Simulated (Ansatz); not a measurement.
**Pd, dhcp: geometry optimisation**

Computed with DFT, RPBE, plane waves (420 eV) with PAW, scalar-relativistic (Ansatz 0.2.0). (PAW data from PBE, frozen cores regenerated.)

k-point mesh 13×13×4, Fermi-Dirac smearing 0.05 eV, starting moments 0.50 ×4 μB. Cell and atoms relax.

Starting structure:

```yaml
crystal:
  lattice:
    - [2.7505001182, 0.0, 0.0]
    - [-1.3752500591, 2.3820029755, 0.0]
    - [0.0, 0.0, 8.9831333861]
  atoms:
    - { symbol: Pd, position: [0.0, 0.0, 0.0], spin: 0.5 }
    - { symbol: Pd, position: [0.0, 0.0, 0.5], spin: 0.5 }
    - { symbol: Pd, position: [0.3333333333, 0.6666666667, 0.25], spin: 0.5 }
    - { symbol: Pd, position: [0.6666666667, 0.3333333333, 0.75], spin: 0.5 }
hamiltonian:
  xc: rpbe
  pseudopotentials:
    kind: paw
    azcp:
      Pd: "pseudopotentials/Pd.paw.azcp"
basis:
  ecutwfc: 420
  fft_grid_basis: typed
kpoints:
  mp_grid: { grid: [13, 13, 4], shift: [0, 0, 0] }
magnetization:
  spin_polarized: true
scf:
  occupations: { method: fermi_dirac, width: 0.05 }
relax:
  max_steps: 60
  f_tol: 0.01
  cell: {}
```

**Question.** The pressure at the start is 12.8 GPa. By how much does the volume change?

**Answer.** From 14.71 to 15.81 Å³ per atom, 7.5 %. The final cell has a = 2.806 Å, c = 9.279 Å (c/a = 3.308).

**Question.** How much energy does the relaxation gain?

**Answer.** 41.1 meV per atom.

Path of the relaxation (the plane waves are chosen anew near the end, which can shift the energy a little):

```json
{"step": "0", "E − E(final) (meV/atom)": "41.13", "V (Å³/atom)": "14.714", "P (GPa)": "12.83", "max force (eV/Å)": "0.000"}
{"step": "1", "E − E(final) (meV/atom)": "16.10", "V (Å³/atom)": "16.579", "P (GPa)": "-6.09", "max force (eV/Å)": "0.000"}
{"step": "2", "E − E(final) (meV/atom)": "0.87", "V (Å³/atom)": "15.931", "P (GPa)": "-1.07", "max force (eV/Å)": "0.000"}
{"step": "3", "E − E(final) (meV/atom)": "0.38", "V (Å³/atom)": "15.800", "P (GPa)": "0.12", "max force (eV/Å)": "0.000"}
{"step": "4", "E − E(final) (meV/atom)": "0.37", "V (Å³/atom)": "15.812", "P (GPa)": "0.01", "max force (eV/Å)": "0.000"}
{"step": "5", "E − E(final) (meV/atom)": "0.37", "V (Å³/atom)": "15.813", "P (GPa)": "0.00", "max force (eV/Å)": "0.000"}
{"step": "6", "E − E(final) (meV/atom)": "0.00", "V (Å³/atom)": "15.813", "P (GPa)": "-0.04", "max force (eV/Å)": "0.000"}
```

**Question.** Which magnetic state does it end in?

**Answer.** non-magnetic.
